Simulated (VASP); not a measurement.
Here is a VASP 6.6.1 calculation.

Contents of POSCAR:

```
InAs
1.0
    0.0000000000      3.0545915933      3.0545915933
    3.0545915933      0.0000000000      3.0545915933
    3.0545915933      3.0545915933      0.0000000000
In As
1 1
Direct
    0.0000000000      0.0000000000      0.0000000000
    0.2500000000      0.2500000000      0.2500000000
```

File INCAR.step1:

```
PREC = Accurate ; ENCUT = 520
ISMEAR = -1 ; SIGMA = 0.02
LREAL = F ; LASPH = T
NELM = 60 ; NBANDS = 16
GGA = PE ; ALGO = Normal
EDIFF = 1E-4 ; LWAVE = T
LCHARG = F
```

The input INCAR.step2:

```
PREC = Accurate ; ENCUT = 520
EDIFF = 1E-6 ; ISMEAR = -1
SIGMA = 0.02 ; LREAL = F
LASPH = T ; NELM = 60
ALGO = Normal ; ISIF = 2
LWAVE = F ; LCHARG = F
METAGGA = R2SCAN ; LMIXTAU = T
NBANDS = 16 ; ISTART = 1
```

Contents of KPOINTS:

```
regular mesh
0
Gamma
  6 6 6
```

Potentials or basis: VASP PAW PBE potentials, release 64 (In_d, As).

Launch:

```console
$ cat potpaw_PBE.64/In_d/POTCAR potpaw_PBE.64/As/POTCAR > POTCAR
$ cp INCAR.step1 INCAR
$ mpirun -np 1 vasp_std > vasp.out
$ cp INCAR.step2 INCAR
$ mpirun -np 1 vasp_std > vasp.out
```

(1) Predict the band gap on the k mesh.

(2) Predict the pressure.

Answers

(1) 0.08 eV.

(2) 0.0 GPa.

Caveat: the PAW data sets were made with another functional, which shifts forces and pressure a little; spin-orbit coupling is left out, which moves the levels of the heavy elements.

**Measured values to compare with.**

A printed reference work, data compilation reports, for a bulk crystal of InAs at 4.2 K: band gap 0.418 eV (direct).

A measured gap of InAs is 0.418 eV (direct; 4.2 K; a printed reference work, data compilation); the calculated 0.08 eV misses it by -0.34 eV. Spin-orbit coupling on As, In is left out. The value is that of r2SCAN, without temperature or zero-point motion.
